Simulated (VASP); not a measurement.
# SrO (P6_3mc) in VASP: notebook

One crystal, SrO, is run at these levels: LDA; tasks: single point.

All numbers are computed with VASP 6.6.1; they aren't measurements. Logs are shortened: lines on timing, memory, paths and dates and some standing lists are left out, and cuts for length are marked.

### Step 1. Starting point

It takes space group P6_3mc (No. 186, hexagonal). The conventional cell has a = 4.275 Å, b = 4.275 Å, c = 5.156 Å, α = 90.00°, β = 90.00°, γ = 120.00°. Sr (site symmetry 3m) is surrounded by 5 O at 2.47 to 2.58 Å. O (site symmetry 3m) is surrounded by 5 Sr at 2.47 to 2.58 Å.

Measurements of this composition are mostly on another form, of space group No. 225.

### Step 2. Single point, LDA

INCAR reads:

```
SYSTEM = SrO
ALGO = Fast
EDIFF = 1E-6
ENCUT = 520
ISIF = 2
ISMEAR = 0
LASPH = .TRUE.
LCHARG = .FALSE.
LREAL = .FALSE.
LWAVE = .FALSE.
NBANDS = 24
NELM = 100
PREC = Accurate
SIGMA = 0.05
```

KPOINTS reads:

```
k-points
0
G
  9 9 6
  0 0 0
```

POSCAR reads:

```
SrO
1.0
    4.2754662656      0.0000000000      0.0000000000
   -2.1377331328      3.7026623990      0.0000000000
    0.0000000000      0.0000000000      5.1555949900
Sr O
2 2
Direct
    0.3333333333      0.6666666667      0.9381277000
    0.6666666667      0.3333333333      0.4381277000
    0.3333333333      0.6666666667      0.4368723000
    0.6666666667      0.3333333333      0.9368723000
```

Potentials or basis: VASP PAW LDA potentials, release 64 (Sr_sv, O).

Launch:

```console
> cat potpaw_LDA.64/Sr_sv/POTCAR potpaw_LDA.64/O/POTCAR > POTCAR
> mpirun -np 1 vasp_std > vasp.out
```

OUTCAR:

```text
SYSTEM = SrO
   EDIFF = 1E-6
   ENCUT = 520
   ISIF = 2
   ISMEAR = 0
   LASPH = .TRUE.
   LREAL = .FALSE.
   NELM = 100
   PREC = Accurate

 ion  position               nearest neighbor table
   1  0.333  0.667  0.938-   4 2.47   4 2.47   4 2.47   3 2.57   3 2.58   2 3.57   2 3.57   2 3.57
                             2 3.57   2 3.57   2 3.57
   2  0.667  0.333  0.438-   3 2.47   3 2.47   3 2.47   4 2.57   4 2.58   1 3.57   1 3.57   1 3.57
                             1 3.57   1 3.57   1 3.57
   3  0.333  0.667  0.437-   2 2.47   2 2.47   2 2.47   1 2.57   1 2.58
   4  0.667  0.333  0.937-   1 2.47   1 2.47   1 2.47   2 2.57   2 2.58

  LATTYP: Found a hexagonal cell.
 ALAT       =     4.2754662656
 C/A-ratio  =     1.2058556119

  Lattice vectors:

 A1 = (   4.2754662656,   0.0000000000,   0.0000000000)
 A2 = (  -2.1377331328,   3.7026623990,   0.0000000000)
 A3 = (   0.0000000000,   0.0000000000,   5.1555949900)

Analysis of symmetry for initial positions (statically):
=====================================================================
 Subroutine PRICEL returns:
 Original cell was already a primitive cell.

 Routine SETGRP: Setting up the symmetry group for a
 hexagonal supercell.

 Subroutine GETGRP returns: Found 12 space group operations
 (whereof  6 operations were pure point group operations)
 out of a pool of 24 trial point group operations.

The static configuration has the point symmetry C_3v.
 The point group associated with its full space group is C_6v.

Analysis of symmetry for dynamics (positions and initial velocities):
=====================================================================
 Subroutine PRICEL returns:
 Original cell was already a primitive cell.

 Routine SETGRP: Setting up the symmetry group for a
 hexagonal supercell.

 Subroutine GETGRP returns: Found 12 space group operations
 (whereof  6 operations were pure point group operations)
 out of a pool of 24 trial point group operations.

The dynamic configuration has the point symmetry C_3v.
 The point group associated with its full space group is C_6v.

 Subroutine INISYM returns: Found 12 space group operations
 (whereof  6 operations are pure point group operations),
 and found     1 'primitive' translations

----------------------------------------------------------------------------------------

                                     Primitive cell

  volume of cell :      81.6162

  direct lattice vectors                    reciprocal lattice vectors
     4.275466266  0.000000000  0.000000000     0.233892618  0.135037966  0.000000000
    -2.137733133  3.702662399  0.000000000     0.000000000  0.270075932  0.000000000
     0.000000000  0.000000000  5.155594990     0.000000000  0.000000000  0.193964034

  length of vectors
     4.275466266  4.275466266  5.155594990     0.270075932  0.270075932  0.193964034

  position of ions in fractional coordinates (direct lattice)
     0.333333333  0.666666667  0.938127700
     0.666666667  0.333333333  0.438127700
     0.333333333  0.666666667  0.436872300
     0.666666667  0.333333333  0.936872300

  ion indices of the primitive-cell ions
   primitive index   ion index
                 1           1
                 2           2
                 3           3
                 4           4

----------------------------------------------------------------------------------------

 KPOINTS: k-points

Automatic generation of k-mesh.
 Grid dimensions read from file:
 generate k-points for:    9    9    6

 Generating k-lattice:

  Cartesian coordinates                     Fractional coordinates (reciprocal lattice)
     0.025988069  0.015004218  0.000000000     0.111111111  0.000000000  0.000000000
     0.000000000  0.030008437  0.000000000     0.000000000  0.111111111  0.000000000
     0.000000000  0.000000000  0.032327339     0.000000000  0.000000000  0.166666667

  Length of vectors
     0.030008437  0.030008437  0.032327339

  Shift w.r.t. Gamma in fractional coordinates (k-lattice)
     0.000000000  0.000000000  0.000000000

 Subroutine IBZKPT returns following result:
 ===========================================

 Found     48 irreducible k-points:

 Following reciprocal coordinates:
            Coordinates               Weight
  0.000000  0.000000  0.000000      1.000000
  0.111111  0.000000  0.000000      6.000000
  0.222222  0.000000  0.000000      6.000000
  0.333333  0.000000  0.000000      6.000000
  0.444444  0.000000  0.000000      6.000000
  0.111111  0.111111  0.000000      6.000000
[... 16 lines left out ...]
  0.333333  0.222222  0.166667     24.000000
  0.333333  0.333333  0.166667      4.000000
 [... further k-points ...]
   k-points           NKPTS =     48   k-points in BZ     NKDIM =     48   number of bands    NBANDS=     24
   number of dos      NEDOS =    301   number of ions     NIONS =      4
   total plane-waves  NPLWV =  40960
   dimension x,y,z NGX =    32 NGY =   32 NGZ =   40
   dimension x,y,z NGXF=    64 NGYF=   64 NGZF=   80
   ions per type =               2   2
   NGX,Y,Z   is equivalent  to a cutoff of  12.44, 12.44, 12.90 a.u.
   NGXF,Y,Z  is equivalent  to a cutoff of  24.89, 24.89, 25.80 a.u.
 SYSTEM =  SrO
   PREC   = accura    normal or accurate (medium, high low for compatibility)
   ISTART =      0    job   : 0-new  1-cont  2-samecut
   ICHARG =      2    charge: 1-file 2-atom 10-const
   ISPIN  =      1    spin polarized calculation?
   LNONCOLLINEAR =      F non collinear calculations
   LSORBIT =      F    spin-orbit coupling
   LASPH  =      T    aspherical Exc in radial PAW
   ENCUT  =  520.0 eV  38.22 Ry    6.18 a.u.   7.95  7.95  9.59*2*pi/ulx,y,z
   NELM   =    100;   NELMIN=  2; NELMDL= -5     # of ELM steps
   EDIFF  = 0.1E-05   stopping-criterion for ELM
   LREAL  =      F    real-space projection
   EDIFFG = 0.1E-04   stopping-criterion for IOM
   NSW    =      0    number of steps for IOM
   IBRION =     -1    ionic relax: 0-MD 1-quasi-New 2-CG
   NFREE  =      0    steps in history (QN), initial steepest desc. (CG)
   ISIF   =      2    stress and relaxation
   ISYM   =      2    0-nonsym 1-usesym 2-fastsym
   POTIM  = 0.5000    time-step for ionic-motion
   TEBEG  =    0.0;   TEEND  =   0.0 temperature during run
   PSTRESS=    0.0 pullay stress
   NELECT =      32.0000    total number of electrons
   NUPDOWN=      -1.0000    fix difference up-down
   EMIN   =  10.00;   EMAX   =-10.00  energy-range for DOS
   EFERMI =   0.00;   METHOD = LEGACY
   ISMEAR =     0;   SIGMA  =   0.05  broadening in eV -4-tet -1-fermi 0-gaus
   EFERMI_NEDOS =   21; number of points for ismear=-14 and -15
   IALGO  =     68    algorithm
   IMIX   =      4    mixing-type and parameters
     AMIX     =   0.40;   BMIX     =  1.00
     AMIX_MAG =   1.60;   BMIX_MAG =  1.00
  volume/ion in A,a.u.               =      20.40       137.69
  Fermi-wavevector in a.u.,A,eV,Ry     =   1.198209  2.264287 19.533960  1.435706
  Thomas-Fermi vector in A             =   2.334104
   LORBIT       =      0    0 simple, 1 ext, 2 COOP (PROOUT), +10 PAW based schemes
   GGA     = CA    functional components
   LHFCALC =     F    Hartree Fock is set to
   AEXX    =    0.0000 exact exchange contribution
   IVDW    =     0    specifies the selected vdW correction
   LEPSILON=     F    determine dielectric tensor
   LRPA    =     F    only Hartree local field effects (RPA)
 non-spin polarized calculation
 RMM-DIIS sequential band-by-band and
 Gauss-broadening in eV      SIGMA  =   0.05
  energy-cutoff  :      520.00
  volume of cell :       81.62
 maximum number of plane-waves:      2220
 NGX is ok and might be reduce to    32
   NGX = 15   NGY = 15   NGZ = 19

 number of electron      32.0000008 magnetization

 Free energy of the ion-electron system (eV)
  ---------------------------------------------------
  ext. energy  EPLUGINS =         0.00000000
  ---------------------------------------------------
  free energy    TOTEN  =       -26.34704359 eV

  energy without entropy =      -26.34704359  energy(sigma->0) =      -26.34704359

 E-fermi :   0.6602     XC(G=0):  -9.4575

 val. band max:        0.4189419127   @ k =   0.0000   0.0000   0.0000
 cond. band min:       2.8662958144   @ k =   0.0000   0.0000   0.0000
 fundamental gap:      2.4473539017
 Fermi energy:         0.6601998721

 k-point     1 :       0.0000    0.0000    0.0000
  band No.  band energies     occupation
      1     -31.7029      2.00000
      2     -31.5302      2.00000
      3     -14.3709      2.00000
      4     -14.2768      2.00000
      5     -14.2664      2.00000
      6     -13.9497      2.00000
[... 16 lines left out ...]
     23       8.8767      0.00000
     24       9.1518      0.00000

 k-point     2 :       0.1111    0.0000    0.0000
  band No.  band energies     occupation
      1     -31.6962      2.00000
      2     -31.5326      2.00000
      3     -14.6096      2.00000
      4     -14.5328      2.00000
      5     -14.3399      2.00000
      6     -13.9680      2.00000
[... 16 lines left out ...]
     23       8.7390      0.00000
     24       8.8391      0.00000

 k-point     3 :       0.2222    0.0000    0.0000
  band No.  band energies     occupation
      1     -31.6778      2.00000
      2     -31.5402      2.00000
      3     -15.0010      2.00000
      4     -14.9045      2.00000
      5     -14.2678      2.00000
      6     -14.0117      2.00000
[... 16 lines left out ...]
     23       8.7258      0.00000
     24       8.9717      0.00000
[... 514 lines left out ...]
 k-point    23 :       0.3333    0.2222    0.1667
  band No.  band energies     occupation
      1     -31.6137      2.00000
      2     -31.5795      2.00000
      3     -15.5779      2.00000
      4     -15.5334      2.00000
      5     -14.1615      2.00000
      6     -13.8571      2.00000
[... 16 lines left out ...]
     23       9.0687      0.00000
     24       9.4957      0.00000

 k-point    24 :       0.3333    0.3333    0.1667
  band No.  band energies     occupation
      1     -31.5955      2.00000
      2     -31.5955      2.00000
      3     -15.5822      2.00000
      4     -15.5822      2.00000
      5     -14.1974      2.00000
      6     -13.7673      2.00000
[... 16 lines left out ...]
     23       8.8152      0.00000
     24       9.8766      0.00000

 [... further k-points ...]

------------------------ aborting loop because EDIFF is reached ----------------------------------------

  FORCE on cell =-STRESS in cart. coord.  units (eV):
  Direction    XX          YY          ZZ          XY          YZ          ZX
  --------------------------------------------------------------------------------------
  -------------------------------------------------------------------------------------
  Total       -1.9267196     -1.9267196     -2.1949278      0.0000000      0.0000000      0.0000000
  in kB      -37.8227152    -37.8227152    -43.0878112      0.0000000      0.0000000      0.0000000
  external PRESSURE =     -39.5777472 kB  Pullay stress =       0.0000000 kB

 VOLUME and BASIS-vectors are now :
 -----------------------------------------------------------------------------
  energy-cutoff  :      520.00
  volume of cell :       81.62
      direct lattice vectors                 reciprocal lattice vectors
     4.275466266  0.000000000  0.000000000     0.233892618  0.135037966  0.000000000
    -2.137733133  3.702662399  0.000000000     0.000000000  0.270075932  0.000000000
     0.000000000  0.000000000  5.155594990     0.000000000  0.000000000  0.193964034

 POSITION                                       TOTAL-FORCE (eV/Angst)
 -----------------------------------------------------------------------------------
     -0.00000      2.46844      4.83661        -0.000000      0.000000     -0.011526
      2.13773      1.23422      2.25881         0.000000     -0.000000     -0.011526
     -0.00000      2.46844      2.25234        -0.000000      0.000000      0.011526
      2.13773      1.23422      4.83013         0.000000      0.000000      0.011526
 -----------------------------------------------------------------------------------
    total drift:                               -0.000000      0.000000      0.000506

  FREE ENERGIE OF THE ION-ELECTRON SYSTEM (eV)
  ---------------------------------------------------
  free  energy   TOTEN  =       -26.3470435869 eV

  energy  without entropy=      -26.3470435869  energy(sigma->0) =      -26.34704359
```

It took 1.9 min on 1 thread of Intel Xeon Platinum 8488C (Sapphire Rapids), shared host; peak memory 0.22 GiB.

Results:

```
Free energy            : -26.3470 eV
Pressure               : -4.0 GPa
Largest force          : 0.012 eV/Å
Band gap on the k mesh : 2.45 eV, direct
```

Forces in eV/Å, atoms in the order of the input:
```
Sr   0.000  0.000 -0.012
Sr   0.000  0.000 -0.012
O    0.000  0.000  0.012
O    0.000  0.000  0.012
```

Stress tensor (GPa, compression positive):
```
-3.78  0.00  0.00
 0.00 -3.78  0.00
 0.00  0.00 -4.31
```

Levels at points of the mesh, in eV from the valence-band top:
| k point | band 12 | band 13 | band 14 | band 15 | band 16 | band 17 | band 18 | band 19 | band 20 | band 21 |
| --- | --- | --- | --- | --- | --- | --- | --- | --- | --- | --- |
| (0.00, 0.00, 0.00) | -1.07 | -0.90 | -0.90 | -0.33 | 0.00 | 2.45 | 5.99 | 5.99 | 7.01 | 7.96 |
| (0.00, 0.00, 0.50) | -1.28 | -1.11 | -1.11 | -1.11 | -1.11 | 4.16 | 4.16 | 7.76 | 7.76 | 7.76 |

Caveat: an odd mesh through Γ misses points on the zone boundary, where band edges often lie.

### Step 3. Single point, LDA

INCAR reads:

```
PREC = Accurate
ENCUT = 520
EDIFF = 1E-6
ISMEAR = 0
SIGMA = 0.05
LREAL = False
LASPH = True
NELM = 100
ALGO = Normal
ISIF = 2
LWAVE = False
LCHARG = False
GGA = CA
NBANDS = 24
```

KPOINTS reads:

```
regular mesh
0
Gamma
  9 9 6
```

POSCAR is that of step 2.

Potentials or basis: VASP PAW LDA potentials, release 64 (Sr_sv, O).

Launch:

```console
> cat potpaw_LDA.64/Sr_sv/POTCAR potpaw_LDA.64/O/POTCAR > POTCAR
> mpirun -np 1 vasp_std > vasp.out
```

Wall time 68 s (1 thread of Intel Xeon Platinum 8488C (Sapphire Rapids), shared host); peak memory 0.21 GiB.

It converged, with:

| Property | Result |
| --- | --- |
| Free energy | -26.3470 eV |
| Pressure | -4.0 GPa |
| Largest force | 0.012 eV/Å |
| Band gap on the k mesh | 2.45 eV, direct |

Forces in eV/Å, atoms in the order of the input:
```
Sr   0.000  0.000 -0.012
Sr   0.000  0.000 -0.012
O    0.000  0.000  0.012
O    0.000  0.000  0.012
```

Stress tensor (GPa, compression positive):
```
-3.80  0.00  0.00
 0.00 -3.80  0.00
 0.00  0.00 -4.33
```

Levels at points of the mesh, in eV from the valence-band top:
| k point | band 13 | band 14 | band 15 | band 16 | band 17 | band 18 | band 19 | band 20 |
| --- | --- | --- | --- | --- | --- | --- | --- | --- |
| (0.00, 0.00, 0.00) | -0.90 | -0.90 | -0.33 | 0.00 | 2.45 | 5.99 | 5.99 | 7.01 |
| (0.00, 0.00, 0.50) | -1.11 | -1.11 | -1.11 | -1.11 | 4.16 | 4.16 | 7.76 | 7.76 |

Caveat: an odd mesh through Γ misses points on the zone boundary, where band edges often lie.
